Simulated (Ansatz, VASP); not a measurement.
**ZnS (Sphalerite) in two plane-wave programs**

One calculation is typed for both programs; each brings its own data sets and cutoff. How far apart do they land? The cell is taken from a series of VASP runs on this material, whose earlier steps may have relaxed, scaled or displaced it; both programs get it as it stands.

Program: Ansatz 0.2.0. Level of theory: plane waves, with VASP 6.6.1 beside it; band structure at r2SCAN and single point at r2SCAN. Results are calculated unless marked as measured.

### Step 1. The starting structure

Symmetry: F-43m, No. 216, cubic system. The conventional cell has a = 5.381 Å, b = 5.381 Å, c = 5.381 Å, α = 90.00°, β = 90.00°, γ = 90.00°. Zn has 4 S at 2.33 Å nearest. Nearest to S lie 4 Zn at 2.33 Å. Farther neighbours and most contacts between anions are not listed.

### Step 2. VASP: band structure, r2SCAN

Levels along a path test the potential and the projectors away from the mesh points.

Lines of VASP's logs that name or quote its potential files are left out, and so is its time.

Contents of INCAR:

```
SYSTEM = ZnS
PREC = Accurate
ENCUT = 400
EDIFF = 1E-06
NELM = 100
ISMEAR = 0
SIGMA = 0.05
LREAL = .FALSE.
ALGO = Normal
METAGGA = R2SCAN
LASPH = .TRUE.
NBANDS = 21
LORBIT = 11
LWAVE = .FALSE.
LCHARG = .FALSE.
KPAR = 2
```

Contents of POSCAR:

```
ZnS
1.0
    0.0000000000      2.6902736767      2.6902736767
    2.6902736767      0.0000000000      2.6902736767
    2.6902736767      2.6902736767      0.0000000000
Zn S
1 1
Direct
    0.0000000000      0.0000000000      0.0000000000
    0.2500000000      0.2500000000      0.2500000000
```

Contents of KPOINTS:

```
Automatic mesh
0
Gamma
7 7 7
0 0 0
```

Contents of KPOINTS_OPT:

```
Line mode
16
Line-mode
Reciprocal
  0.00000000   0.00000000   0.00000000 GAMMA
  0.50000000   0.00000000   0.50000000 X

  0.50000000   0.00000000   0.50000000 X
  0.50000000   0.25000000   0.75000000 W

  0.50000000   0.25000000   0.75000000 W
  0.37500000   0.37500000   0.75000000 K

  0.37500000   0.37500000   0.75000000 K
  0.00000000   0.00000000   0.00000000 GAMMA

  0.00000000   0.00000000   0.00000000 GAMMA
  0.50000000   0.50000000   0.50000000 L

  0.50000000   0.50000000   0.50000000 L
  0.62500000   0.25000000   0.62500000 U

  0.62500000   0.25000000   0.62500000 U
  0.50000000   0.25000000   0.75000000 W

  0.50000000   0.25000000   0.75000000 W
  0.50000000   0.50000000   0.50000000 L

  0.50000000   0.50000000   0.50000000 L
  0.37500000   0.37500000   0.75000000 K

  0.62500000   0.25000000   0.62500000 U
  0.50000000   0.00000000   0.50000000 X
```

PAW data sets: Zn and S (PBE family, release 64).

Launch:

```console
$ mpirun -np 2 vasp_std
```

Numbers of over 12 decimals in the logs are rounded to 6 here.

What it wrote:

```text
[banner, memory and clock lines left out]
running    2 mpi-ranks, on    1 nodes
 distrk:  each k-point on    1 cores,    2 groups
 distr:  one band on    1 cores,    1 groups

 POSCAR found type information on POSCAR ZnS
 POSCAR found :  2 types and       2 ions
|                                                                             |
|               ----> ADVICE to this user running VASP <----                  |
|                                                                             |
|     You enforced a specific xc type in the INCAR file but a different       |
|     [... a line on the potential file left out ...]
|     I HOPE YOU KNOW WHAT YOU ARE DOING!                                     |
|                                                                             |

 LDA part: xc-table for (None), standard interpolation
 POSCAR, INCAR and KPOINTS ok, starting setup
 FFT: planning ... GRIDC
 FFT: planning ... GRID_SOFT
 FFT: planning ... GRID
 WAVECAR not read
 entering main loop
       N       E                     dE             d eps       ncg     rms          rms(c)
DAV:   1     0.857205550712E+02    0.85721E+02   -0.73384E+03   848   0.893E+02
DAV:   2    -0.137098756621E+02   -0.99430E+02   -0.90570E+02   855   0.220E+02
DAV:   3    -0.218361627804E+02   -0.81263E+01   -0.80356E+01   996   0.611E+01
DAV:   4    -0.219296300441E+02   -0.93467E-01   -0.93420E-01   958   0.660E+00
DAV:   5    -0.219301109008E+02   -0.48086E-03   -0.48084E-03   978   0.479E-01    0.727E+00
DAV:   6    -0.188778923195E+02    0.30522E+01   -0.10854E+00   895   0.285E+01    0.640E+00
DAV:   7    -0.188444255092E+02    0.33467E-01   -0.33583E-01   971   0.805E+00    0.378E+00
DAV:   8    -0.188589373770E+02   -0.14512E-01   -0.32138E-02   975   0.137E+00    0.118E+00
DAV:   9    -0.188599536419E+02   -0.10163E-02   -0.35822E-03   979   0.115E+00    0.157E-01
DAV:  10    -0.188600958028E+02   -0.14216E-03   -0.89478E-04   915   0.270E-01    0.105E-01
DAV:  11    -0.188600903720E+02    0.54309E-05   -0.30149E-05  1112   0.822E-02    0.632E-02
DAV:  12    -0.188601279923E+02   -0.37620E-04   -0.48928E-05   895   0.690E-02    0.162E-02
DAV:  13    -0.188601243291E+02    0.36631E-05   -0.46113E-06   990   0.131E-02    0.146E-02
DAV:  14    -0.188601251086E+02   -0.77949E-06   -0.21549E-07   500   0.103E-02
   1 F= -.18860125E+02 E0= -.18860125E+02  d E =-.131684E-19
 Start KPOINTS_OPT (optional k-point list driver)
k-point batch [1-20\160]
       N       E                     dE             ncg
DAV:   1     0.863491536359E+03   -0.68753E+04      856
DAV:   2    -0.113662969343E+04   -0.20001E+04      899
DAV:   3    -0.129122165060E+04   -0.15459E+03      978
DAV:   4    -0.129288499822E+04   -0.16633E+01      976
DAV:   5    -0.129289272873E+04   -0.77305E-02      990
DAV:   6    -0.129289279195E+04   -0.63215E-04      971
DAV:   7    -0.129289279259E+04   -0.63829E-06      891
[...]
k-point batch [141-160\160]
       N       E                     dE             ncg
DAV:   1     0.682395726815E+03   -0.11945E+05      856
DAV:   2    -0.125172064454E+04   -0.19341E+04      893
DAV:   3    -0.139876920998E+04   -0.14705E+03     1045
DAV:   4    -0.140033928613E+04   -0.15701E+01      935
DAV:   5    -0.140034730050E+04   -0.80144E-02      989
DAV:   6    -0.140034737657E+04   -0.76077E-04      963
DAV:   7    -0.140034737755E+04   -0.97338E-06      967
```

From OUTCAR (step 2):

```text
ion  position               nearest neighbor table
   1  0.000  0.000  0.000-   2 2.33   2 2.33   2 2.33   2 2.33
   2  0.250  0.250  0.250-   1 2.33   1 2.33   1 2.33   1 2.33

  LATTYP: Found a face centered cubic cell.
 ALAT       =     5.3805473534

 Subroutine GETGRP returns: Found 24 space group operations
 (whereof 24 operations were pure point group operations)

The static configuration has the point symmetry T_d .

 Found     20 irreducible k-points:

   k-points           NKPTS =     20   k-points in BZ     NKDIM =     20   number of bands    NBANDS=     21

   dimension x,y,z NGX =    28 NGY =   28 NGZ =   28
   dimension x,y,z NGXF=    56 NGYF=   56 NGZF=   56

   ENCUT  =  400.0 eV  29.40 Ry    5.42 a.u.   6.20  6.20  6.20*2*pi/ulx,y,z

   NELECT =      18.0000    total number of electrons

 k-points in reciprocal lattice and weights: Automatic mesh
   0.00000000  0.00000000  0.00000000       0.003
   0.14285714  0.00000000  0.00000000       0.023
   0.28571429  0.00000000  0.00000000       0.023
   0.42857143  0.00000000  0.00000000       0.023
   0.14285714  0.14285714  0.00000000       0.017
   0.28571429  0.14285714  0.00000000       0.070
   0.42857143  0.14285714  0.00000000       0.070
  -0.42857143  0.14285714  0.00000000       0.070
  -0.28571429  0.14285714  0.00000000       0.070
[...]
-0.42857143  0.42857143  0.14285714       0.070
  -0.28571429  0.42857143  0.14285714       0.070

 average (electrostatic) potential at core
       1 -41.6806       2 -91.5064

 E-fermi :   2.2617

 k-point     1 :       0.0000    0.0000    0.0000
  band No.  band energies     occupation
    ...
      5      -4.0294      2.00000
      6      -4.0294      2.00000
      7       1.9556      2.00000
      8       1.9556      2.00000
      9       1.9556      2.00000
     10       4.6900      0.00000
     11       8.8461      0.00000
     12       8.8463      0.00000
     13       8.8463      0.00000
     14      14.2739      0.00000
    ...

 k-point     2 :       0.1429    0.0000    0.0000
  band No.  band energies     occupation
    ...
      5      -4.0311      2.00000
      6      -4.0311      2.00000
      7       0.6126      2.00000
      8       1.7599      2.00000
      9       1.7599      2.00000
     10       5.6151      0.00000
     11       8.7759      0.00000
     12       9.1791      0.00000
     13       9.1792      0.00000
     14      13.5602      0.00000
    ...

 k-point     3 :       0.2857    0.0000    0.0000
  band No.  band energies     occupation
    ...
      5      -4.0242      2.00000
      6      -4.0241      2.00000
      7      -1.4187      2.00000
      8       1.3683      2.00000
      9       1.3683      2.00000
     10       5.9954      0.00000
     11       9.5107      0.00000
     12       9.5108      0.00000
     13       9.8499      0.00000
     14      13.6800      0.00000
    ...

  Total        0.0001910      0.0001910      0.0001910      0.0000000      0.0000000      0.0000000
  in kB        0.0078579      0.0078579      0.0078579      0.0000000      0.0000000      0.0000000
  external PRESSURE =       0.0078579 kB  Pullay stress =       0.0000000 kB

  energy-cutoff  :      400.00
  volume of cell :       38.94
      direct lattice vectors                 reciprocal lattice vectors
     0.000000000  2.690273677  2.690273677    -0.185854697  0.185854697  0.185854697
     2.690273677  0.000000000  2.690273677     0.185854697 -0.185854697  0.185854697
     2.690273677  2.690273677  0.000000000     0.185854697  0.185854697 -0.185854697

 POSITION                                       TOTAL-FORCE (eV/Angst)
 -----------------------------------------------------------------------------------
      0.00000      0.00000      0.00000        -0.000000     -0.000000      0.000000
      1.34514      1.34514      1.34514         0.000000      0.000000     -0.000000
 -----------------------------------------------------------------------------------
    total drift:                                0.000012      0.000012      0.000011

  FREE ENERGIE OF THE ION-ELECTRON SYSTEM (eV)
  ---------------------------------------------------
  free  energy   TOTEN  =       -18.8601251086 eV

  energy  without entropy=      -18.8601251086  energy(sigma->0) =      -18.86012511

 total charge
# of ion       s       p       d       tot
------------------------------------------
    1        0.504   0.486   9.818  10.807
    2        1.302   2.470   0.000   3.773
--------------------------------------------------
tot          1.806   2.956   9.818  14.580

[... 3 further parts left out ...]
```

The PAW data sets were made with PBE, which is usual practice but a small mismatch for other functionals.

### Step 3. Ansatz: band structure, r2SCAN

Ansatz runs on its default PAW (the set named soft_2) files.

The same cell, functional, mesh and smearing now go to Ansatz, which takes its cutoff from its data sets.

Contents of input.yaml:

```yaml
crystal:
  lattice:
    - [0.0, 2.6902736767, 2.6902736767]
    - [2.6902736767, 0.0, 2.6902736767]
    - [2.6902736767, 2.6902736767, 0.0]
  atoms:
    - { symbol: Zn, position: [0.0, 0.0, 0.0] }
    - { symbol: S, position: [0.25, 0.25, 0.25] }
hamiltonian:
  xc: r2scan
  pseudopotentials: { kind: paw }
kpoints:
  mp_grid: { grid: [7, 7, 7] }
  band_path:
    path:
      - [0.0, 0.0, 0.0]
      - [0.16667, 0.0, 0.16667]
      - [0.33333, 0.0, 0.33333]
      - [0.5, 0.0, 0.5]
      - [0.5, 0.08333, 0.58333]
      - [0.5, 0.18333, 0.68333]
      - [0.5, 0.25, 0.75]
      - [0.45, 0.3, 0.75]
      - [0.40833, 0.34167, 0.75]
      - [0.35, 0.35, 0.7]
      - [0.225, 0.225, 0.45]
      - [0.075, 0.075, 0.15]
      - [0.03333, 0.03333, 0.03333]
      - [0.23333, 0.23333, 0.23333]
      - [0.4, 0.4, 0.4]
      - [0.51667, 0.46667, 0.51667]
      - [0.55833, 0.38333, 0.55833]
      - [0.60833, 0.28333, 0.60833]
      - [0.60833, 0.25, 0.64167]
      - [0.55833, 0.25, 0.69167]
      - [0.51667, 0.25, 0.73333]
      - [0.5, 0.3, 0.7]
      - [0.5, 0.38333, 0.61667]
      - [0.5, 0.48333, 0.51667]
      - [0.475, 0.475, 0.55]
      - [0.425, 0.425, 0.65]
      - [0.38333, 0.38333, 0.73333]
      - [0.59167, 0.18333, 0.59167]
      - [0.55, 0.1, 0.55]
      - [0.5, 0.0, 0.5]
    npoints: 1
scf:
  occupations: { method: gaussian, width: 0.05 }
  n_extra_bands: 7
output:
  forces: true
  stress: true
  eigenvalues: true
  write_density: true
  write_potential: true
  elf: true
  volumetric_format: npy
```

Launch:

```console
$ ansatz run input.yaml --threads 2 --pin off --max-ram 4608MiB --backend cpu --events-out ev --progress --plain --runs-dir out
```

What it wrote:

```text
scf.n_extra_bands = 7 over 9 filled bands (N_el = 18.0): the run solves 16 bands
Engine: ansatz 0.2.0, aarch64-unknown-linux-gnu
Pseudopotentials: kind: paw
Pseudopotential: Zn, paw, valence charge 12, recommended cutoff 500 eV (meta_gga), Zn.paw.azcp
Pseudopotential: S, paw, valence charge 6, recommended cutoff 500 eV (meta_gga), S.paw.azcp
Functional definition: r2SCAN
  parameter k0 = 0.174
  parameter k1 = 0.065
  parameter a1 = 4.9479
  exchange = r2scan_x(k0 = k0, k1 = k1, a1 = a1)
  correlation = r2scan_c
Crystal: 2 atoms, lattice volume = 38.942 Å³
Basis set: ecut = 500 eV, 965 PW (Γ), exchange–correlation on 120×120×120 points (64 copies of the dense FFT grid, shifted against one another)
Bands: 16, of which v1, the nominal top of the filled ones, is band 9 counted from 1 (8 counted from 0)
Symmetry: 24 space group operations
Space group: F-43m (ITA 216), of the structure as read, at distance tolerance 3.4e-5 Å
k-points: 20 of 343 (time reversal used)
Non-local potential: Zn, projectors of the file, l = 0: 2, l = 1: 2, l = 2: 3, l = 3: 1
Non-local potential: S, projectors of the file, l = 0: 2, l = 1: 2, l = 2: 2
PAW form: soft (Blöchl's): semilocal exchange-correlation on the pseudo side does not see the compensation charge
PAW frozen core: Zn, regenerated for the run's functional (the file was generated under x = pbe(κ = 0.804, μ = 0.219515), c = pbe(β = 0.066725))
PAW frozen core: S, regenerated for the run's functional (the file was generated under x = pbe(κ = 0.804, μ = 0.219515), c = pbe(β = 0.066725))
PAW one-centre angular grid: Zn, 590 points (default); XC on 261 of its mesh's 2673 points in the sphere
PAW one-centre angular grid: S, 302 points (default); XC on 160 Gauss nodes
Initial density: superposition of atomic densities (neutral atoms: chi_scale 0, normalization atom), corrected by the library's trained network
Initial wavefunctions: pseudopotential atomic-orbital guess
Functional: x = r2scan, c = r2scan; τ floored in thin density (d = 2e-4 eV/Å³)
SCF iter   1: F=—  HF=-4233.451463 eV  |F-HF|=—  |Δ(HF+E_count)|=         —  Δρ=1.57e-2  dr2=4.74e-2  dr2_τ=6.76e-3  ethr=1.77e-3  ⟨swp⟩=5.2  Hψ=1827  notcnv=0  defer=9
preconditioner: auto → none  [insulator: Δε(μ)=2.708 eV  Ē_g=15.775 eV  σ=0.050 eV  W_gap=1.00  n_scr=14 (ndim 8)  ℏωp=25.2 eV  f_vac=0.026  D(μ)=0.00/eV (n_scr^D=0)  ε∞_Penn≈3.6]
SCF iter   2: F=—  HF=-4233.454620 eV  |F-HF|=—  |Δ(HF+E_count)|=   3.16e-3  Δρ=4.76e-3  dr2=8.65e-3  dr2_τ=3.52e-4  ethr=2.63e-4  ⟨swp⟩=2.5  Hψ=758  notcnv=0  defer=42
SCF iter   3: F=—  HF=-4233.449243 eV  |F-HF|=—  |Δ(HF+E_count)|=   5.38e-3  Δρ=2.91e-3  dr2=1.35e-3  dr2_τ=8.46e-6  ethr=4.81e-5  ⟨swp⟩=2.0  Hψ=536  notcnv=0  defer=42
SCF iter   4: F=—  HF=-4233.449566 eV  |F-HF|=—  |Δ(HF+E_count)|=   3.23e-4  Δρ=2.41e-4  dr2=3.67e-5  dr2_τ=1.86e-6  ethr=7.50e-6  ⟨swp⟩=2.0  Hψ=656  notcnv=0  defer=42
SCF iter   5: F=—  HF=-4233.449555 eV  |F-HF|=—  |Δ(HF+E_count)|=   1.13e-5  Δρ=1.04e-4  dr2=4.13e-6  dr2_τ=5.32e-8  ethr=2.04e-7  ⟨swp⟩=2.0  Hψ=327  notcnv=0  defer=42
SCF iter   6: F=-4233.449554 eV  HF=-4233.449554 eV  |F-HF|=5.01e-9  |Δ(HF+E_count)|=   3.24e-7  Δρ=7.69e-6  dr2=1.65e-8  dr2_τ=2.05e-9  ethr=5.56e-10  ⟨swp⟩=11.1  Hψ=2369  notcnv=0
SCF 1 converged in 6 iterations: F = -4233.449554 eV  dr2 = 1.65e-8
  greatest PAW one-centre occupation: 0.983 electrons in one spin orbital (limit 2), on the Zn atom at site 0 (counted from 0), in its partial waves of l = 2
NSCF: frozen V_eff on 30 k-points
SCF converged after 6 iterations
Free energy (F): -4233.449554 eV
Harris-Foulkes:  -4233.449554 eV  (|F-HF|=5.01e-9)
Internal energy: -4233.449554 eV  (E = F + TS)
E sigma→0 (E₀):  -4233.449554 eV
Fermi energy:    7.044107 eV
--- Per-component energies (eV) ---
  E_band       = -0.272229
  E_kinetic    = 237.693802
  E_local      = -2038.056644  (includes V_loc(G=0)·N_el)
  E_nonlocal   = 646.548633
  E_hartree    = 855.210199
  E_xc         = -215.878503
  E_vxc        = -148.355112  (∫ρ·V_xc dr)
  E_paw        = -2459.832084  (= ΣΔE_a)
  E_vpaw       = -415.863337  (= ΣTr[D̂ρ^β])
  E_aug_tail   = -0.000067  (compensation charges beyond the density's cutoff)
  E_vtau       = 7.340374  (kinetic-family band-sum trace: ∫τ·v_τ [+ j·A + Jᵃ·Aᵃ] dr)
  E_ewald      = -1258.842504
  E_core_change = -0.292385  (= ΣΔE_core)
  E_smearing   = -0.000000  (= −TS)
  E_closure    = 0.000000  (closes the sum)
  Σ components = -4233.449554   (vs F -4233.449554, Δ=0.00e0)
--- Forces (eV/Å), atoms counted from 1 ---
  atom   1  Zn     0.00000000     0.00000000    -0.00000000
  atom   2  S     -0.00000000     0.00000000     0.00000000
  max |Σ_I F_I| component: 5.55e-17 eV/Å
--- Stress (GPa, compression-positive) ---
        0.383072       0.000000       0.000000
       -0.000000       0.383072       0.000000
        0.000000       0.000000       0.383072
  P = ⅓ Tr σ = 0.3831 GPa (3.831 kbar)
--- Band table (eV; the first three rows and the last of 20) ---
  k-point 0: bands = [... 5 lower, -0.3141, 5.6812, 5.6812, 5.6812, 8.4060, 12.5413, 12.5413, 12.5413, ... 3 higher]
  k-point 1: bands = [... 5 lower, -0.3159, 4.3381, 5.4853, 5.4853, 9.3308, 12.4739, 12.8723, 12.8723, ... 3 higher]
  k-point 2: bands = [... 5 lower, -0.3085, 2.3061, 5.0932, 5.0932, 9.7119, 13.2034, 13.2034, 13.5493, ... 3 higher]
  k-point 19: bands = [... 5 lower, 0.0620, 0.9663, 2.5019, 3.4242, 11.1774, 12.4156, 14.2005, 15.1332, ... 3 higher]
```

Wall time 2.9 s (2 threads of Arm Neoverse V1, shared host); peak memory 0.41 GiB.

In the SCF lines HF is the Harris–Foulkes energy and dr2 the Hartree energy of the density residual, in eV; the loop may stop once dr2 is under the threshold and the program's other checks hold. Hψ counts applications of the Hamiltonian.

(Part 1 of 2 ends here.)

[Lines on the potential files, build, host, timing and source positions are cut from VASP's logs without a mark.]

[Logs are printed without paths, hosts, clocks, repeated set-up lines and the standing remarks that a program may print on its own settings, such as how far it seeks lower states.]

[Hosts, paths, dates, database ids (printed as entryN), source tags and the programs' standing remarks are cut or masked in the printed files.]
